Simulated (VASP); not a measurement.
# CdS (Hawleyite) (F-43m) in VASP: notebook, part 2 of 2

VASP 6.6.1. Earlier steps stand in the parts before.

## Step 4: Band structure, HSE06

Contents of POSCAR:

```
CdS                                     
1.0
    0.0000000000      2.9176352623      2.9176352623
    2.9176352623      0.0000000000      2.9176352623
    2.9176352623      2.9176352623      0.0000000000
  Cd              S             
     1     1
Direct
     1.0000000000000000    1.0000000000000000    1.0000000000000000
     0.2500000000000000    0.2500000000000000    0.2500000000000000
```

Contents of INCAR.step1:

```
SYSTEM = CdS
PREC = Accurate
ENCUT = 520
EDIFF = 1E-5
ISMEAR = 0
SIGMA = 0.03
LREAL = .FALSE.
LASPH = .TRUE.
NELM = 80
ALGO = Normal
ISIF = 2
LWAVE = .TRUE.
LCHARG = .FALSE.
NBANDS = 16
KPAR = 4
GGA = PE
```

Contents of INCAR.step2:

```
SYSTEM = CdS
PREC = Accurate
ENCUT = 520
EDIFF = 1E-6
ISMEAR = 0
SIGMA = 0.03
LREAL = .FALSE.
LASPH = .TRUE.
NELM = 80
ALGO = Normal
ISIF = 2
LWAVE = .FALSE.
LCHARG = .FALSE.
GGA = PE
LHFCALC = .TRUE.
HFSCREEN = 0.2
PRECFOCK = Fast
NBANDS = 16
KPAR = 4
ISTART = 1
```

Contents of KPOINTS:

```
Automatic mesh
0
G
  6 6 6
  0 0 0
```

Contents of KPOINTS_OPT:

```
explicit points
6
Reciprocal
 0.0000000000  0.0000000000  0.0000000000 1
 0.3750000000  0.3750000000  0.7500000000 1
 0.5000000000  0.5000000000  0.5000000000 1
 0.6250000000  0.2500000000  0.6250000000 1
 0.5000000000  0.2500000000  0.7500000000 1
 0.5000000000  0.0000000000  0.5000000000 1
```

Potentials or basis: VASP PAW PBE potentials, release 64 (Cd, S).

On the command line:

```
$ cat potpaw_PBE.64/Cd/POTCAR potpaw_PBE.64/S/POTCAR > POTCAR
$ cp INCAR.step1 INCAR
$ mpirun -np 4 vasp_std > vasp.out
$ cp INCAR.step2 INCAR
$ mpirun -np 4 vasp_std > vasp.out
```

OUTCAR:

```text
SYSTEM = CdS
   PREC = Accurate
   ENCUT = 520
   EDIFF = 1E-6
   ISMEAR = 0
   LREAL = .FALSE.
   LASPH = .TRUE.
   NELM = 80
   ISIF = 2
   GGA = PE
   LHFCALC = .TRUE.
   HFSCREEN = 0.2
   PRECFOCK = Fast
   ISTART = 1

 ion  position               nearest neighbor table
   1  0.000  0.000  0.000-   2 2.53   2 2.53   2 2.53   2 2.53
   2  0.250  0.250  0.250-   1 2.53   1 2.53   1 2.53   1 2.53

  LATTYP: Found a face centered cubic cell.
 ALAT       =     5.8352705246

  Lattice vectors:

 A1 = (   0.0000000000,   2.9176352623,   2.9176352623)
 A2 = (   2.9176352623,   0.0000000000,   2.9176352623)
 A3 = (   2.9176352623,   2.9176352623,   0.0000000000)

Analysis of symmetry for initial positions (statically):
=====================================================================
 Subroutine PRICEL returns:
 Original cell was already a primitive cell.

 Routine SETGRP: Setting up the symmetry group for a
 face centered cubic supercell.

 Subroutine GETGRP returns: Found 24 space group operations
 (whereof 24 operations were pure point group operations)
 out of a pool of 48 trial point group operations.

The static configuration has the point symmetry T_d .

Analysis of symmetry for dynamics (positions and initial velocities):
=====================================================================
 Subroutine PRICEL returns:
 Original cell was already a primitive cell.

 Routine SETGRP: Setting up the symmetry group for a
 face centered cubic supercell.

 Subroutine GETGRP returns: Found 24 space group operations
 (whereof 24 operations were pure point group operations)
 out of a pool of 48 trial point group operations.

The dynamic configuration has the point symmetry T_d .

 Subroutine INISYM returns: Found 24 space group operations
 (whereof 24 operations are pure point group operations),
 and found     1 'primitive' translations

----------------------------------------------------------------------------------------

                                     Primitive cell

  volume of cell :      49.6733

  direct lattice vectors                    reciprocal lattice vectors
     0.000000000  2.917635262  2.917635262    -0.171371661  0.171371661  0.171371661
     2.917635262  0.000000000  2.917635262     0.171371661 -0.171371661  0.171371661
     2.917635262  2.917635262  0.000000000     0.171371661  0.171371661 -0.171371661

  length of vectors
     4.126159358  4.126159358  4.126159358     0.296824423  0.296824423  0.296824423

  position of ions in fractional coordinates (direct lattice)
     0.000000000  0.000000000  0.000000000
     0.250000000  0.250000000  0.250000000

  ion indices of the primitive-cell ions
   primitive index   ion index
                 1           1
                 2           2

----------------------------------------------------------------------------------------

 KPOINTS: Automatic mesh

[... 25 lines left out ...]
  0.166667  0.000000  0.000000      8.000000
  0.333333  0.000000  0.000000      8.000000
  0.500000  0.000000  0.000000      4.000000
  0.166667  0.166667  0.000000      6.000000
  0.333333  0.166667  0.000000     24.000000
[... 8 lines left out ...]
 -0.333333  0.333333  0.166667     24.000000
 -0.333333  0.500000  0.166667     12.000000
   k-points           NKPTS =     16   k-points in BZ     NKDIM =    216   number of bands    NBANDS=     16
   number of dos      NEDOS =    301   number of ions     NIONS =      2
   total plane-waves  NPLWV =  32768
   dimension x,y,z NGX =    32 NGY =   32 NGZ =   32
   dimension x,y,z NGXF=    64 NGYF=   64 NGZF=   64
   ions per type =               1   1
   NGX,Y,Z   is equivalent  to a cutoff of  12.89, 12.89, 12.89 a.u.
   NGXF,Y,Z  is equivalent  to a cutoff of  25.79, 25.79, 25.79 a.u.
 SYSTEM =  CdS
   PREC   = accura    normal or accurate (medium, high low for compatibility)
   ISTART =      1    job   : 0-new  1-cont  2-samecut
   ICHARG =      0    charge: 1-file 2-atom 10-const
   ISPIN  =      1    spin polarized calculation?
   LNONCOLLINEAR =      F non collinear calculations
   LSORBIT =      F    spin-orbit coupling
   LASPH  =      T    aspherical Exc in radial PAW
   ENCUT  =  520.0 eV  38.22 Ry    6.18 a.u.   7.67  7.67  7.67*2*pi/ulx,y,z
   NELM   =     80;   NELMIN=  2; NELMDL=  0     # of ELM steps
   EDIFF  = 0.1E-05   stopping-criterion for ELM
   LREAL  =      F    real-space projection
   EDIFFG = 0.1E-04   stopping-criterion for IOM
   NSW    =      0    number of steps for IOM
   IBRION =     -1    ionic relax: 0-MD 1-quasi-New 2-CG
   NFREE  =      0    steps in history (QN), initial steepest desc. (CG)
   ISIF   =      2    stress and relaxation
   ISYM   =      3    0-nonsym 1-usesym 2-fastsym
   POTIM  = 0.5000    time-step for ionic-motion
   TEBEG  =    0.0;   TEEND  =   0.0 temperature during run
   PSTRESS=    0.0 pullay stress
   NELECT =      18.0000    total number of electrons
   NUPDOWN=      -1.0000    fix difference up-down
   EMIN   =  10.00;   EMAX   =-10.00  energy-range for DOS
   EFERMI =   0.00;   METHOD = LEGACY
   ISMEAR =     0;   SIGMA  =   0.03  broadening in eV -4-tet -1-fermi 0-gaus
   EFERMI_NEDOS =   21; number of points for ismear=-14 and -15
   IALGO  =     38    algorithm
   IMIX   =      1    mixing-type and parameters
     AMIX     =   0.40;   BMIX     =  1.00
     AMIX_MAG =   1.60;   BMIX_MAG =  1.00
  volume/ion in A,a.u.               =      24.84       167.61
  Fermi-wavevector in a.u.,A,eV,Ry     =   1.167145  2.205583 18.534217  1.362227
  Thomas-Fermi vector in A             =   2.303649
   LORBIT       =      0    0 simple, 1 ext, 2 COOP (PROOUT), +10 PAW based schemes
   GGA     = PE    functional components
   LHFCALC =     T    Hartree Fock is set to
   PRECFOCK=fast      Normal, Fast or Accurate (Low or Medium for compatibility)
   ENCUT4O =  -1.0   cutoff for four orbital integrals eV
   NKREDX  =     1    reduce k-point grid by
   NKREDY  =     1    reduce k-point grid by
   NKREDZ  =     1    reduce k-point grid by
   AEXX    =    0.2500 exact exchange contribution
   HFSCREEN=    0.2000 screening length (either q_TF or 0.3 A-1)
   HFSCREENC=   0.2000 screening length for correlation (either q_TF or 0.3 A-1)
   ENCUTFOCK=  -1.0 apply spherical cutoff to Coloumb kernel
   IVDW    =     0    specifies the selected vdW correction
   LEPSILON=     F    determine dielectric tensor
   LRPA    =     F    only Hartree local field effects (RPA)
 non-spin polarized calculation
 Gauss-broadening in eV      SIGMA  =   0.03
  energy-cutoff  :      520.00
  volume of cell :       49.67
 maximum number of plane-waves:      1363
 NGX is ok and might be reduce to    32
  NGX = 18; NGY = 18; NGZ = 18

 number of electron      18.0000005 magnetization

 Free energy of the ion-electron system (eV)
  ---------------------------------------------------
  ext. energy  EPLUGINS =         0.00000000
  ---------------------------------------------------
  free energy    TOTEN  =        -7.63189057 eV

  energy without entropy =       -7.63189057  energy(sigma->0) =       -7.63189057

 E-fermi :   0.8304     XC(G=0):  -7.5755

 val. band max:        0.6431914657   @ k =   0.0000   0.0000   0.0000
 cond. band min:       2.8277483125   @ k =   0.0000   0.0000   0.0000
 fundamental gap:      2.1845568468
 Fermi energy:         0.8303916500

 k-point     1 :       0.0000    0.0000    0.0000
  band No.  band energies     occupation
      1     -12.9170      2.00000
      2      -8.2098      2.00000
      3      -8.2098      2.00000
      4      -8.2098      2.00000
      5      -7.7269      2.00000
      6      -7.7269      2.00000
[... 281 lines left out ...]
      3      -7.9421      2.00000
      4      -7.8078      2.00000
      5      -7.6869      2.00000
      6      -7.0869      2.00000
[... 8 lines left out ...]
     15      15.3493      0.00000
     16      15.3830      0.00000

------------------------ aborting loop because EDIFF is reached ----------------------------------------

  FORCE on cell =-STRESS in cart. coord.  units (eV):
  Direction    XX          YY          ZZ          XY          YZ          ZX
  --------------------------------------------------------------------------------------
  -------------------------------------------------------------------------------------
  Total        0.5989195      0.5989195      0.5989195      0.0000000     -0.0000000      0.0000000
  in kB       19.3177267     19.3177267     19.3177267      0.0000000     -0.0000000      0.0000000
  external PRESSURE =      19.3177267 kB  Pullay stress =       0.0000000 kB

 VOLUME and BASIS-vectors are now :
 -----------------------------------------------------------------------------
  energy-cutoff  :      520.00
  volume of cell :       49.67
      direct lattice vectors                 reciprocal lattice vectors
     0.000000000  2.917635262  2.917635262    -0.171371661  0.171371661  0.171371661
     2.917635262  0.000000000  2.917635262     0.171371661 -0.171371661  0.171371661
     2.917635262  2.917635262  0.000000000     0.171371661  0.171371661 -0.171371661

 POSITION                                       TOTAL-FORCE (eV/Angst)
 -----------------------------------------------------------------------------------
      0.00000      0.00000      0.00000         0.000000      0.000000      0.000000
      1.45882      1.45882      1.45882        -0.000000     -0.000000     -0.000000
 -----------------------------------------------------------------------------------
    total drift:                                0.000068      0.000060      0.000043

  FREE ENERGIE OF THE ION-ELECTRON SYSTEM (eV)
  ---------------------------------------------------
  free  energy   TOTEN  =        -7.6318905658 eV

  energy  without entropy=       -7.6318905658  energy(sigma->0) =       -7.63189057
```

Wall time 5.9 min (4 MPI ranks of AMD EPYC 9R45 (Zen 5), shared host); peak memory 0.29 GiB.

Results:

| Property | Result |
| --- | --- |
| Free energy | -7.6319 eV |
| Pressure | 1.9 GPa |
| Band gap on the k mesh | 2.18 eV, direct |
| Band gap along the path | 2.18 eV, direct |

Caveat: the PAW data sets were made with another functional, which shifts forces and pressure a little.

## Step 5: Overview

| task | level | potentials or basis | k mesh | cutoff (eV) | smearing | GW scheme | GW iterations | cutoff of the response function | frequency points | empty bands | mesh quality | gap on the mesh (eV) | pressure (GPa) |
| --- | --- | --- | --- | --- | --- | --- | --- | --- | --- | --- | --- | --- | --- |
| evGW0 quasiparticle levels | PBE | VASP PAW PBE potentials, release 64 (Cd_GW, S_GW) | 4 × 4 × 4 | 500 | gaussian 0.01 eV | evGW0 | 4 | 150 | 48 | 185 | coarse | - | - |
| band structure | PBE | VASP PAW PBE potentials, release 64 (Cd, S) | 6 × 6 × 6 | 520 | gaussian 0.03 eV | - | - | - | - | - | not flagged | 1.15 | 3.2 |
| band structure | HSE06 | VASP PAW PBE potentials, release 64 (Cd, S) | 6 × 6 × 6 | 520 | gaussian 0.03 eV | - | - | - | - | - | not flagged | 2.18 | 1.9 |

Alike in all rows: no spin polarisation; cell as given.

Caveats: some runs use coarse meshes; bands, screening cutoff and mesh are small and nothing is extrapolated, so the quasiparticle values aren't converged (some runs); the PAW data sets were made with another functional, which shifts forces and pressure a little (some runs).

Absolute energies hang on the potentials; compare differences alone.
